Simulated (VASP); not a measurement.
# Sb2S3 (Stibnite) (Pnma) in VASP: a series of runs, part 2 of 3

VASP 6.6.1.

**3. Relaxation of cell and atoms, LDA**

This run uses another cell than the first one, of 22.69 Å³/atom, 0.931 times its volume.

INCAR

```
PREC = Accurate
ENCUT = 600
EDIFF = 1E-7
ISMEAR = 0
SIGMA = 0.03
LREAL = False
LASPH = True
NELM = 80
ALGO = Normal
ISIF = 3
LWAVE = False
LCHARG = False
GGA = CA
IBRION = 2
NSW = 90
EDIFFG = -0.005
KPAR = 4
```

KPOINTS

```
Automatic mesh
0
Gamma
  4 8 4
```

POSCAR

```
Sb2S3                                   
1.0
   11.0360420762      0.0000000000      0.0000000000
    0.0000000000      3.8094817257      0.0000000000
    0.0000000000     -0.0000000000     10.7947160392
  Sb              S             
     8    12
Direct
     0.4792531156790151    0.2500000000000000    0.3254306913935782
     0.0207468843209848    0.7500000000000000    0.8254306913935779
     0.9792531156790151    0.2500000000000000    0.1745693086064218
     0.5207468843209849    0.7500000000000000    0.6745693086064221
     0.3434124431435344    0.7500000000000000    0.0321482750662426
     0.1565875568564656    0.2500000000000000    0.5321482750662424
     0.8434124431435343    0.7500000000000000    0.4678517249337573
     0.6565875568564657    0.2500000000000000    0.9678517249337576
     0.2871975191593025    0.2500000000000000    0.1931314405709850
     0.2128024808406976    0.7500000000000000    0.6931314405709850
     0.7871975191593023    0.2500000000000000    0.3068685594290150
     0.7128024808406977    0.7500000000000000    0.8068685594290150
     0.5497127096079092    0.7500000000000000    0.1272700512580824
     0.9502872903920908    0.2500000000000000    0.6272700512580822
     0.0497127096079088    0.7500000000000000    0.3727299487419176
     0.4502872903920911    0.2500000000000000    0.8727299487419178
     0.3739627228055142    0.7500000000000000    0.4420103161824362
     0.1260372771944858    0.2500000000000000    0.9420103161824362
     0.8739627228055142    0.7500000000000000    0.0579896838175637
     0.6260372771944858    0.2500000000000000    0.5579896838175638
```

Potentials or basis: VASP PAW LDA potentials, release 64 (Sb, S).

On the command line:

```bash
> cat potpaw_LDA.64/Sb/POTCAR potpaw_LDA.64/S/POTCAR > POTCAR
> mpirun -np 4 vasp_std > vasp.out
```

OUTCAR:

```text
PREC = Accurate
   ENCUT = 600
   EDIFF = 1E-7
   ISMEAR = 0
   LREAL = False
   LASPH = True
   NELM = 80
   ISIF = 3
   GGA = CA
   IBRION = 2
   NSW = 90
   EDIFFG = -0.005

 ion  position               nearest neighbor table
   1  0.479  0.250  0.325-   9 2.56  17 2.56  17 2.56  13 2.97  13 2.97  20 2.99
   2  0.021  0.750  0.825-  10 2.56  18 2.56  18 2.56  14 2.97  14 2.97  19 2.99
   3  0.979  0.250  0.175-  11 2.56  19 2.56  19 2.56  15 2.97  15 2.97  18 2.99
   4  0.521  0.750  0.675-  12 2.56  20 2.56  20 2.56  16 2.97  16 2.97  17 2.99
   5  0.343  0.750  0.032-  13 2.50   9 2.65   9 2.65  16 2.82  16 2.82  18 3.21  18 3.21
   6  0.157  0.250  0.532-  14 2.50  10 2.65  10 2.65  15 2.82  15 2.82  17 3.21  17 3.21
   7  0.843  0.750  0.468-  15 2.50  11 2.65  11 2.65  14 2.82  14 2.82  20 3.21  20 3.21
   8  0.657  0.250  0.968-  16 2.50  12 2.65  12 2.65  13 2.82  13 2.82  19 3.21  19 3.21
   9  0.287  0.250  0.193-   1 2.56   5 2.65   5 2.65
  10  0.213  0.750  0.693-   2 2.56   6 2.65   6 2.65
  11  0.787  0.250  0.307-   3 2.56   7 2.65   7 2.65
  12  0.713  0.750  0.807-   4 2.56   8 2.65   8 2.65
  13  0.550  0.750  0.127-   5 2.50   8 2.82   8 2.82   1 2.97   1 2.97
  14  0.950  0.250  0.627-   6 2.50   7 2.82   7 2.82   2 2.97   2 2.97
  15  0.050  0.750  0.373-   7 2.50   6 2.82   6 2.82   3 2.97   3 2.97
  16  0.450  0.250  0.873-   8 2.50   5 2.82   5 2.82   4 2.97   4 2.97
  17  0.374  0.750  0.442-   1 2.56   1 2.56   4 2.99   6 3.21   6 3.21
  18  0.126  0.250  0.942-   2 2.56   2 2.56   3 2.99   5 3.21   5 3.21
  19  0.874  0.750  0.058-   3 2.56   3 2.56   2 2.99   8 3.21   8 3.21
  20  0.626  0.250  0.558-   4 2.56   4 2.56   1 2.99   7 3.21   7 3.21

  LATTYP: Found a simple orthorhombic cell.
 ALAT       =     3.8094817257
 B/A-ratio  =     2.8336442636
 C/A-ratio  =     2.8969930481

  Lattice vectors:

 A1 = (   0.0000000000,   3.8094817257,   0.0000000000)
 A2 = (   0.0000000000,   0.0000000000,  10.7947160392)
 A3 = (  11.0360420762,   0.0000000000,   0.0000000000)

Analysis of symmetry for initial positions (statically):
=====================================================================
 Subroutine PRICEL returns:
 Original cell was already a primitive cell.

 Routine SETGRP: Setting up the symmetry group for a
 simple orthorhombic supercell.

[... 206 lines left out ...]

  energy without entropy =     -100.44516489  energy(sigma->0) =     -100.44516489

------------------------ aborting loop because EDIFF is reached ----------------------------------------

  FORCE on cell =-STRESS in cart. coord.  units (eV):
  Direction    XX          YY          ZZ          XY          YZ          ZX
  --------------------------------------------------------------------------------------
  -------------------------------------------------------------------------------------
  Total       -0.1092146      0.0664129     -0.0258158      0.0000000      0.0000000      0.0000000
  in kB       -0.3855679      0.2344622     -0.0911394      0.0000000      0.0000000      0.0000000
  external PRESSURE =      -0.0807484 kB  Pullay stress =       0.0000000 kB
[... 143 lines left out ...]
  FREE ENERGIE OF THE ION-ELECTRON SYSTEM (eV)
  ---------------------------------------------------
  free  energy   TOTEN  =      -100.4452403555 eV

  energy  without entropy=     -100.4452403555  energy(sigma->0) =     -100.44524036

[... ionic steps 4 to 10 ...]

--------------------------------------- Ionic step       11  -------------------------------------------

 number of electron     111.9999989 magnetization

------------------------ aborting loop because EDIFF is reached ----------------------------------------
[... 103 lines left out ...]
--------------------------------------- Ionic step       13  -------------------------------------------

 number of electron     111.9999989 magnetization

 Free energy of the ion-electron system (eV)
  ---------------------------------------------------
  ext. energy  EPLUGINS =         0.00000000
  ---------------------------------------------------
  free energy    TOTEN  =      -100.44547779 eV

  energy without entropy =     -100.44547779  energy(sigma->0) =     -100.44547779

 E-fermi :   6.1930     XC(G=0): -10.0857

 val. band max:        6.0145239564   @ k =   0.0000   0.0000   0.0000
 cond. band min:       7.0809317932   @ k =   0.0000   0.0000   0.0000
 fundamental gap:      1.0664078368
 Fermi energy:         6.1930184253

 k-point     1 :       0.0000    0.0000    0.0000
  band No.  band energies     occupation
      1      -8.5984      2.00000
      2      -8.2058      2.00000
      3      -7.7369      2.00000
      4      -7.6213      2.00000
      5      -7.5738      2.00000
      6      -7.2299      2.00000
[... 1669 lines left out ...]
     66       9.1171      0.00000
     67       9.3346      0.00000

 [... further k-points ...]

------------------------ aborting loop because EDIFF is reached ----------------------------------------

  FORCE on cell =-STRESS in cart. coord.  units (eV):
  Direction    XX          YY          ZZ          XY          YZ          ZX
  --------------------------------------------------------------------------------------
  -------------------------------------------------------------------------------------
  Total       -0.0307041     -0.0056317     -0.0242235      0.0000000      0.0000000      0.0000000
  in kB       -0.1084490     -0.0198914     -0.0855589      0.0000000      0.0000000      0.0000000
  external PRESSURE =      -0.0712998 kB  Pullay stress =       0.0000000 kB
[... 35 lines left out ...]
  FREE ENERGIE OF THE ION-ELECTRON SYSTEM (eV)
  ---------------------------------------------------
  free  energy   TOTEN  =      -100.4454777943 eV

  energy  without entropy=     -100.4454777943  energy(sigma->0) =     -100.44547779

 reached required accuracy - stopping structural energy minimisation
```

OSZICAR:

```text
N       E                     dE             d eps       ncg     rms          rms(c)
DAV:   1     0.843526588949E+03    0.84353E+03   -0.46753E+04  6030   0.159E+03
DAV:   2     0.151012773345E+01   -0.84202E+03   -0.81703E+03  7334   0.252E+02
DAV:   3    -0.100479357767E+03   -0.10199E+03   -0.99385E+02  7363   0.973E+01
[... 96 lines left out ...]
DAV:   2    -0.100445479209E+03   -0.10335E-04   -0.15719E-04  7503   0.425E-02    0.134E-02
DAV:   3    -0.100445478441E+03    0.76796E-06   -0.46865E-06  7510   0.759E-03    0.928E-03
DAV:   4    -0.100445477908E+03    0.53282E-06   -0.10825E-06  7526   0.330E-03    0.487E-03
DAV:   5    -0.100445477807E+03    0.10079E-06   -0.25745E-07  4632   0.180E-03    0.235E-03
DAV:   6    -0.100445477794E+03    0.12800E-07   -0.15522E-07  3735   0.120E-03
  13 F= -.10044548E+03 E0= -.10044548E+03  d E =-.156967E-04
```

Run time: 46 min. Hardware: 4 MPI ranks of Intel Xeon 6975P-C (Granite Rapids), shared host; peak memory 1.2 GiB.

What came out:

```
Free energy                            : -100.4455 eV
Relaxed volume                         : 22.68 Å³/atom
Relaxed cell                           : a = 11.022 Å, b = 3.812 Å, c = 10.795 Å, α = 90.00°, β = 90.00°, γ = 90.00°
Space group after relaxing (to 0.05 Å) : Pnma (No. 62)
Energy gained by relaxing              : 0.0 meV/atom
Ionic steps                            : 13
Pressure after relaxing                : 0.0 GPa
Largest force after relaxing           : 0.004 eV/Å
Band gap on the k mesh                 : 1.07 eV, direct
```

Forces in eV/Å, atoms in the order of the input:
```
Sb   0.001  0.000  0.001
Sb  -0.001  0.000  0.001
Sb   0.001  0.000 -0.001
Sb  -0.001  0.000 -0.001
Sb   0.000  0.000  0.004
Sb   0.000  0.000  0.004
Sb   0.000  0.000 -0.004
Sb   0.000  0.000 -0.004
S    0.002  0.000  0.001
S   -0.002  0.000  0.001
S    0.002  0.000 -0.001
S   -0.002  0.000 -0.001
S   -0.003  0.000 -0.003
S    0.003  0.000 -0.003
S   -0.003  0.000  0.003
S    0.003  0.000  0.003
S    0.001  0.000  0.001
S   -0.001  0.000  0.001
S    0.001  0.000 -0.001
S   -0.001  0.000 -0.001
```

Step by step:
```tsv
step	energy change (eV)	largest force (eV/Å)	pressure (GPa)	volume (Å³)
1	0.0000	0.0095	-0.01	453.83
2	-0.0001	0.0087	0.01	453.75
3	-0.0001	0.0101	0.02	453.71
4	-0.0001	0.0078	0.00	453.80
5	-0.0001	0.0079	-0.03	453.95
6	-0.0002	0.0063	-0.03	453.92
7	-0.0002	0.0091	-0.01	453.81
8	-0.0002	0.0115	0.00	453.76
9	-0.0002	0.0096	0.00	453.71
10	-0.0003	0.0069	0.01	453.55
11	-0.0003	0.0054	-0.01	453.65
12	-0.0003	0.0054	-0.01	453.65
13	-0.0003	0.0041	-0.01	453.61
```

Final structure:
```yaml
crystal:
  lattice:
    - [11.02219, 0.00000, 0.00000]
    - [0.00000, 3.81223, 0.00000]
    - [0.00000, 0.00000, 10.79530]
  atoms:
    - { symbol: Sb, position: [0.47988, 0.25000, 0.32553] }
    - { symbol: Sb, position: [0.02012, 0.75000, 0.82553] }
    - { symbol: Sb, position: [0.97988, 0.25000, 0.17447] }
    - { symbol: Sb, position: [0.52012, 0.75000, 0.67447] }
    - { symbol: Sb, position: [0.34346, 0.75000, 0.03243] }
    - { symbol: Sb, position: [0.15654, 0.25000, 0.53243] }
    - { symbol: Sb, position: [0.84346, 0.75000, 0.46757] }
    - { symbol: Sb, position: [0.65654, 0.25000, 0.96757] }
    - { symbol: S, position: [0.28741, 0.25000, 0.19321] }
    - { symbol: S, position: [0.21259, 0.75000, 0.69321] }
    - { symbol: S, position: [0.78741, 0.25000, 0.30679] }
    - { symbol: S, position: [0.71259, 0.75000, 0.80679] }
    - { symbol: S, position: [0.55008, 0.75000, 0.12733] }
    - { symbol: S, position: [0.94992, 0.25000, 0.62733] }
    - { symbol: S, position: [0.05008, 0.75000, 0.37267] }
    - { symbol: S, position: [0.44992, 0.25000, 0.87267] }
    - { symbol: S, position: [0.37419, 0.75000, 0.44172] }
    - { symbol: S, position: [0.12581, 0.25000, 0.94172] }
    - { symbol: S, position: [0.87419, 0.75000, 0.05828] }
    - { symbol: S, position: [0.62581, 0.25000, 0.55828] }
```

Caveat: spin-orbit coupling is left out, which moves the levels of the heavy elements. A k mesh can miss the band edges.

**4. Relaxation of cell and atoms, PBEsol**

INCAR

```
SYSTEM = Sb2S3
ALGO = Normal
EDIFF = 1E-6
EDIFFG = -0.01
ENCUT = 600
GGA = PS
IBRION = 2
ISIF = 3
ISMEAR = 0
KPAR = 4
LASPH = .TRUE.
LCHARG = .FALSE.
LREAL = .FALSE.
LWAVE = .FALSE.
NELM = 80
NSW = 90
PREC = Accurate
SIGMA = 0.03
```

KPOINTS

```
k-points
0
G
  4 8 4
  0 0 0
```

POSCAR

```
Sb2S3
1.0
   11.3110000000      0.0000000000      0.0000000000
    0.0000000000      3.8389000000      0.0000000000
    0.0000000000      0.0000000000     11.2230000000
Sb S
8 12
Direct
    0.4706100000      0.2500000000      0.3259500000
    0.0293900000      0.7500000000      0.8259500000
    0.9706100000      0.2500000000      0.1740500000
    0.5293900000      0.7500000000      0.6740500000
    0.3505900000      0.7500000000      0.0360200000
    0.1494100000      0.2500000000      0.5360200000
    0.8505900000      0.7500000000      0.4639800000
    0.6494100000      0.2500000000      0.9639800000
    0.2921400000      0.2500000000      0.1918100000
    0.2078600000      0.7500000000      0.6918100000
    0.7921400000      0.2500000000      0.3081900000
    0.7078600000      0.7500000000      0.8081900000
    0.5498000000      0.7500000000      0.1230000000
    0.9502000000      0.2500000000      0.6230000000
    0.0498000000      0.7500000000      0.3770000000
    0.4502000000      0.2500000000      0.8770000000
    0.3751000000      0.7500000000      0.4389000000
    0.1249000000      0.2500000000      0.9389000000
    0.8751000000      0.7500000000      0.0611000000
    0.6249000000      0.2500000000      0.5611000000
```

Potentials or basis: VASP PAW PBE potentials, release 64 (Sb, S).

On the command line:

```bash
> cat potpaw_PBE.64/Sb/POTCAR potpaw_PBE.64/S/POTCAR > POTCAR
> mpirun -np 4 vasp_std > vasp.out
```

Wall time 51 min (4 MPI ranks of Intel Xeon 6975P-C (Granite Rapids), shared host); peak memory 1.5 GiB.

It converged, with:

- Free energy: -94.9083 eV
- Relaxed volume: 23.59 Å³/atom
- Relaxed cell: a = 11.285 Å, b = 3.830 Å, c = 10.918 Å, α = 90.00°, β = 90.00°, γ = 90.00°
- Space group after relaxing (to 0.05 Å): Pnma (No. 62)
- Energy gained by relaxing: 5.4 meV/atom
- Ionic steps: 15
- Pressure after relaxing: 0.0 GPa
- Largest force after relaxing: 0.008 eV/Å
- Band gap on the k mesh: 1.18 eV, indirect (least direct gap 1.19 eV)

Forces on the atoms (eV/Å):
```
Sb   0.002  0.000  0.007
Sb  -0.002  0.000  0.007
Sb   0.002  0.000 -0.007
Sb  -0.002  0.000 -0.007
Sb  -0.002  0.000 -0.003
Sb   0.002  0.000 -0.003
Sb  -0.002  0.000  0.003
Sb   0.002  0.000  0.003
S   -0.006  0.000 -0.001
S    0.006  0.000 -0.001
S   -0.006  0.000  0.001
S    0.006  0.000  0.001
S    0.003  0.000 -0.007
S   -0.003  0.000 -0.007
S    0.003  0.000  0.007
S   -0.003  0.000  0.007
S    0.007  0.000 -0.004
S   -0.007  0.000 -0.004
S    0.007  0.000  0.004
S   -0.007  0.000  0.004
```

Step by step:
```csv
step,energy change (eV),largest force (eV/Å),pressure (GPa),volume (Å³)
1,0.0000,0.2717,-0.32,487.32
2,-0.0489,0.1533,-0.30,483.86
3,-0.0594,0.1583,-0.25,481.32
4,-0.0800,0.1252,0.11,476.82
5,-0.0827,0.1729,0.31,474.48
6,-0.0958,0.1301,-0.19,474.88
7,-0.0960,0.1329,-0.26,474.94
8,-0.1049,0.0590,0.00,471.95
9,-0.1050,0.0605,0.04,471.56
10,-0.1067,0.0418,0.00,471.70
11,-0.1074,0.0306,-0.03,471.85
12,-0.1080,0.0223,0.06,471.39
13,-0.1080,0.0248,0.07,471.32
14,-0.1083,0.0113,0.01,471.64
15,-0.1084,0.0080,-0.02,471.83
```

Final structure:
```cif
data_structure
_symmetry_space_group_name_H-M 'P 1'
_symmetry_Int_Tables_number 1
_cell_length_a 11.2845
_cell_length_b 3.8296
_cell_length_c 10.9182
_cell_angle_alpha 90.000
_cell_angle_beta 90.000
_cell_angle_gamma 90.000
_cell_volume 471.83
loop_
_atom_site_label
_atom_site_type_symbol
_atom_site_fract_x
_atom_site_fract_y
_atom_site_fract_z
_atom_site_occupancy
Sb1 Sb 0.47545 0.25000 0.32591 1
Sb2 Sb 0.02455 0.75000 0.82591 1
Sb3 Sb 0.97545 0.25000 0.17409 1
Sb4 Sb 0.52455 0.75000 0.67409 1
Sb5 Sb 0.34725 0.75000 0.03232 1
Sb6 Sb 0.15275 0.25000 0.53232 1
Sb7 Sb 0.84725 0.75000 0.46768 1
Sb8 Sb 0.65275 0.25000 0.96768 1
S1 S 0.29022 0.25000 0.19145 1
S2 S 0.20978 0.75000 0.69145 1
S3 S 0.79022 0.25000 0.30855 1
S4 S 0.70978 0.75000 0.80855 1
S5 S 0.54852 0.75000 0.12699 1
S6 S 0.95148 0.25000 0.62699 1
S7 S 0.04852 0.75000 0.37301 1
S8 S 0.45148 0.25000 0.87301 1
S9 S 0.37405 0.75000 0.44244 1
S10 S 0.12595 0.25000 0.94244 1
S11 S 0.87405 0.75000 0.05756 1
S12 S 0.62595 0.25000 0.55756 1
```

Levels at points of the mesh, in eV from the valence-band top:
```csv
k point,band 54,band 55,band 56,band 57,band 58,band 59
"(0.00, 0.00, 0.00)",-0.22,-0.17,0.00,1.24,1.47,1.51
"(0.50, 0.00, 0.00)",-0.18,-0.04,-0.04,1.44,1.44,1.71
"(0.00, 0.50, 0.00)",-0.68,-0.12,-0.12,1.90,1.90,2.17
"(0.50, 0.50, 0.00)",-0.41,-0.41,-0.41,2.13,2.13,2.13
"(0.00, 0.00, 0.50)",-0.19,-0.13,-0.13,1.20,1.20,2.02
"(0.50, 0.00, 0.50)",-0.37,-0.32,-0.32,1.27,1.27,2.02
"(0.00, 0.50, 0.50)",-0.83,-0.52,-0.52,1.71,1.71,1.89
"(0.50, 0.50, 0.50)",-0.86,-0.86,-0.86,1.93,1.93,1.93
```

Caveat: the PAW data sets were made with another functional, which shifts forces and pressure a little; spin-orbit coupling is left out, which moves the levels of the heavy elements. A k mesh can miss the band edges.

[end of part 2 of 3]
